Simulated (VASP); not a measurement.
# Sn (Immm) in VASP: a series of runs

Runs on Sn. Level: PBE. Tasks: single point.

Program: VASP 6.6.1. These are calculated values, not measurements. Logs are shortened: lines on timing, memory, paths and dates and some standing lists are left out, and cuts for length are marked.

### Step 1. The crystal as given

It takes space group Immm (No. 71, orthorhombic). Conventional cell: a = 3.453 Å, b = 3.551 Å, c = 4.677 Å, α = 90.00°, β = 90.00°, γ = 90.00°. Around Sn (site symmetry mmm) lie 12 Sn at 3.41 to 3.55 Å.

This isn't the form of Sn at room conditions, which is tetragonal (white tin).

### Step 2. Single point, PBE

Contents of INCAR:

```
SYSTEM = Sn
ADDGRID = .FALSE.
ALGO = Normal
EDIFF = 1E-7
ENCUT = 550
GGA = PE
ISIF = 2
ISMEAR = 1
LASPH = .TRUE.
LCHARG = .FALSE.
LREAL = .FALSE.
LWAVE = .FALSE.
NELM = 100
PREC = Accurate
SIGMA = 0.1
```

Contents of KPOINTS:

```
k-points
0
G
  19 19 19
  0 0 0
```

Contents of POSCAR:

```
Sn
1.0
   -1.7265390000      1.7755470000      2.3383420000
    1.7265390000     -1.7755470000      2.3383420000
    1.7265390000      1.7755470000     -2.3383420000
Sn
1
Direct
    0.0000000000      0.0000000000      0.0000000000
```

Potentials or basis: VASP PAW PBE potentials, release 64 (Sn).

Launch:

```
$ cat potpaw_PBE.64/Sn/POTCAR > POTCAR
$ mpirun -np 1 vasp_std > vasp.out
```

OUTCAR:

```text
SYSTEM = Sn
   EDIFF = 1E-7
   ENCUT = 550
   GGA = PE
   ISIF = 2
   ISMEAR = 1
   LASPH = .TRUE.
   LREAL = .FALSE.
   NELM = 100
   PREC = Accurate

 Found   1000 irreducible k-points:

 Following reciprocal coordinates:
            Coordinates               Weight
  0.000000  0.000000  0.000000      1.000000
  0.052632 -0.000000  0.000000      4.000000
  0.105263 -0.000000  0.000000      4.000000
  0.157895  0.000000  0.000000      4.000000
  0.210526  0.000000  0.000000      4.000000
  0.263158  0.000000  0.000000      4.000000
   k-points           NKPTS =   1000   k-points in BZ     NKDIM =   1000   number of bands    NBANDS=      6
   number of dos      NEDOS =    301   number of ions     NIONS =      1
   total plane-waves  NPLWV =  21952
   dimension x,y,z NGX =    28 NGY =   28 NGZ =   28
   dimension x,y,z NGXF=    56 NGYF=   56 NGZF=   56
   ions per type =               1
   NGX,Y,Z   is equivalent  to a cutoff of  13.67, 13.67, 13.67 a.u.
   NGXF,Y,Z  is equivalent  to a cutoff of  27.33, 27.33, 27.33 a.u.
 SYSTEM =  Sn
   PREC   = accura    normal or accurate (medium, high low for compatibility)
   ISTART =      0    job   : 0-new  1-cont  2-samecut
   ICHARG =      2    charge: 1-file 2-atom 10-const
   ISPIN  =      1    spin polarized calculation?
   LNONCOLLINEAR =      F non collinear calculations
   LSORBIT =      F    spin-orbit coupling
   LASPH  =      T    aspherical Exc in radial PAW
   ENCUT  =  550.0 eV  40.42 Ry    6.36 a.u.   6.51  6.51  6.51*2*pi/ulx,y,z
   NELM   =    100;   NELMIN=  2; NELMDL= -5     # of ELM steps
   EDIFF  = 0.1E-06   stopping-criterion for ELM
   LREAL  =      F    real-space projection
   EDIFFG = 0.1E-05   stopping-criterion for IOM
   NSW    =      0    number of steps for IOM
   IBRION =     -1    ionic relax: 0-MD 1-quasi-New 2-CG
   NFREE  =      0    steps in history (QN), initial steepest desc. (CG)
   ISIF   =      2    stress and relaxation
   ISYM   =      2    0-nonsym 1-usesym 2-fastsym
   POTIM  = 0.5000    time-step for ionic-motion
   TEBEG  =    0.0;   TEEND  =   0.0 temperature during run
   PSTRESS=    0.0 pullay stress
   NELECT =       4.0000    total number of electrons
   NUPDOWN=      -1.0000    fix difference up-down
   EMIN   =  10.00;   EMAX   =-10.00  energy-range for DOS
   EFERMI =   0.00;   METHOD = LEGACY
   ISMEAR =     1;   SIGMA  =   0.10  broadening in eV -4-tet -1-fermi 0-gaus
   EFERMI_NEDOS =   21; number of points for ismear=-14 and -15
   IALGO  =     38    algorithm
   IMIX   =      4    mixing-type and parameters
     AMIX     =   0.40;   BMIX     =  1.00
     AMIX_MAG =   1.60;   BMIX_MAG =  1.00
  volume/ion in A,a.u.               =      28.67       193.50
  Fermi-wavevector in a.u.,A,eV,Ry     =   0.849055  1.604482  9.808370  0.720895
  Thomas-Fermi vector in A             =   1.964816
   LORBIT       =      0    0 simple, 1 ext, 2 COOP (PROOUT), +10 PAW based schemes
   GGA     = PE    functional components
   LHFCALC =     F    Hartree Fock is set to
   AEXX    =    0.0000 exact exchange contribution
   IVDW    =     0    specifies the selected vdW correction
   LEPSILON=     F    determine dielectric tensor
   LRPA    =     F    only Hartree local field effects (RPA)
 non-spin polarized calculation
 Methfessel and Paxton  Order N= 1 SIGMA  =   0.10
  energy-cutoff  :      550.00
  volume of cell :       28.67
 maximum number of plane-waves:       859
 NGX is ok and might be reduce to    28
   NGX = 13   NGY = 13   NGZ = 13

 number of electron       4.0000000 magnetization

 Free energy of the ion-electron system (eV)
  ---------------------------------------------------
  ext. energy  EPLUGINS =         0.00000000
  ---------------------------------------------------
  free energy    TOTEN  =        -3.77145800 eV

  energy without entropy =       -3.77165669  energy(sigma->0) =       -3.77152423

 E-fermi :   4.9714     XC(G=0):  -9.9656

 val. band max:        4.9709714064   @ k =   0.2632  -0.0526   0.0526
 cond. band min:       4.9745575909   @ k =   0.4211   0.3158   0.1053
 fundamental gap:      0.0035861845
 Fermi energy:         4.9714292211

 k-point     1 :       0.0000    0.0000    0.0000
  band No.  band energies     occupation
      1      -5.8251      2.00000
      2      11.9804      0.00000
      3      12.1242      0.00000
      4      12.5297      0.00000
      5      15.5902      0.00000
      6      15.8024      0.00000

 k-point     2 :       0.0526   -0.0000    0.0000
  band No.  band energies     occupation
      1      -5.7716      2.00000
      2      11.3817      0.00000
      3      12.0213      0.00000
      4      12.4161      0.00000
      5      15.1194      0.00000
      6      16.1734      0.00000

 k-point     3 :       0.1053   -0.0000    0.0000
  band No.  band energies     occupation
      1      -5.6110      2.00000
      2       9.9961      0.00000
      3      11.8801      0.00000
      4      12.1268      0.00000
      5      14.8171      0.00000
      6      16.5076      0.00000

 k-point     4 :       0.1579    0.0000    0.0000
  band No.  band energies     occupation
      1      -5.3438      2.00000
      2       8.4195      0.00000
      3      11.6971      0.00000
      4      11.7548      0.00000
      5      14.6059      0.00000
      6      16.8570      0.00000

 k-point     5 :       0.2105    0.0000    0.0000
  band No.  band energies     occupation
      1      -4.9710      2.00000
      2       6.8382     -0.00000
      3      11.3692      0.00000
      4      11.5049      0.00000
      5      14.4556      0.00000
      6      16.5603      0.00000

 k-point     6 :       0.2632    0.0000    0.0000
  band No.  band energies     occupation
      1      -4.4951      2.00000
      2       5.3169     -0.00001
      3      11.0104      0.00000
      4      11.3274      0.00000
      5      14.3674      0.00000
      6      16.0656      0.00000

 [... further k-points ...]

------------------------ aborting loop because EDIFF is reached ----------------------------------------

  FORCE on cell =-STRESS in cart. coord.  units (eV):
  Direction    XX          YY          ZZ          XY          YZ          ZX
  --------------------------------------------------------------------------------------
  -------------------------------------------------------------------------------------
  Total       -0.1758293     -0.2633159     -0.2028921      0.0000000      0.0000000      0.0000000
  in kB       -9.8248362    -14.7133333    -11.3370237      0.0000000      0.0000000      0.0000000
  external PRESSURE =     -11.9583977 kB  Pullay stress =       0.0000000 kB

 VOLUME and BASIS-vectors are now :
 -----------------------------------------------------------------------------
  energy-cutoff  :      550.00
  volume of cell :       28.67
      direct lattice vectors                 reciprocal lattice vectors
    -1.726539000  1.775547000  2.338342000     0.000000000  0.281603359  0.213826720
     1.726539000 -1.775547000  2.338342000     0.289596702  0.000000000  0.213826720
     1.726539000  1.775547000 -2.338342000     0.289596702  0.281603359  0.000000000

 POSITION                                       TOTAL-FORCE (eV/Angst)
 -----------------------------------------------------------------------------------
      0.00000      0.00000      0.00000         0.000000      0.000000      0.000000
 -----------------------------------------------------------------------------------
    total drift:                               -0.000000     -0.000000     -0.000000

  FREE ENERGIE OF THE ION-ELECTRON SYSTEM (eV)
  ---------------------------------------------------
  free  energy   TOTEN  =        -3.7714579951 eV

  energy  without entropy=       -3.7716566933  energy(sigma->0) =       -3.77152423
```

It took 78 s on 1 thread of Intel Xeon 6975P-C (Granite Rapids), shared host; peak memory 0.34 GiB.

The run converged, but some of its settings lie outside the range that counts as converged, so its numbers aren't taken as properties of the crystal.

Results:

```
Free energy            : -3.7715 eV
Pressure               : -1.2 GPa
Band gap on the k mesh : none (metal or under the smearing width)
```

### Step 3. Single point, PBE

INCAR is that of step 2.

KPOINTS is that of step 2.

Contents of POSCAR:

```
Sn
1.0
   -1.6810770000      1.7214010000      2.3373330000
    1.7271670000     -1.7623000000      2.4024190000
    1.7145940000      1.7948920000     -2.3683880000
Sn
1
Direct
    0.0245380000     -0.0183670000      0.0024320000
```

Potentials or basis: VASP PAW PBE potentials, release 64 (Sn).

Launch:

```
$ cat potpaw_PBE.64/Sn/POTCAR > POTCAR
$ mpirun -np 1 vasp_std > vasp.out
```

Wall time 3.7 min (1 thread of Intel Xeon 6975P-C (Granite Rapids), shared host); peak memory 0.8 GiB.

The run converged, but some of its settings lie outside the range that counts as converged, so its numbers aren't taken as properties of the crystal.

Results:

| Item | Value |
| --- | --- |
| Free energy | -3.7714 eV |
| Pressure | -1.2 GPa |
| Band gap on the k mesh | none (metal or under the smearing width) |

### Step 4. Single point, PBE

INCAR, as its differences from that of step 3:

```diff
@@ -4,3 +4,3 @@
 EDIFF = 1E-7
-ENCUT = 550
+ENCUT = 900
 GGA = PE
```

Contents of KPOINTS:

```
k-points
0
G
  16 16 16
  0 0 0
```

Contents of POSCAR:

```
Sn
1.0
   -1.7265390000      1.7755470000      2.3383420000
    1.7265390000     -1.7755470000      2.3383420000
    1.7265390000      1.7755470000     -2.3383420000
Sn
1
Direct
    0.0000000000      0.0000000000      0.0000000000
```

Launch:

```
$ cat potpaw_PBE.64/Sn/POTCAR > POTCAR
$ mpirun -np 1 vasp_std > vasp.out
```

Wall time 82 s (1 thread of Intel Xeon 6975P-C (Granite Rapids), shared host); peak memory 0.43 GiB.

These settings aren't checked as converged: the numbers below hold their error.

What came out:

| Item | Value |
| --- | --- |
| Free energy | -3.7731 eV |
| Pressure | -1.1 GPa |
| Band gap on the k mesh | none (metal or under the smearing width) |

[end of part 1 of 2]
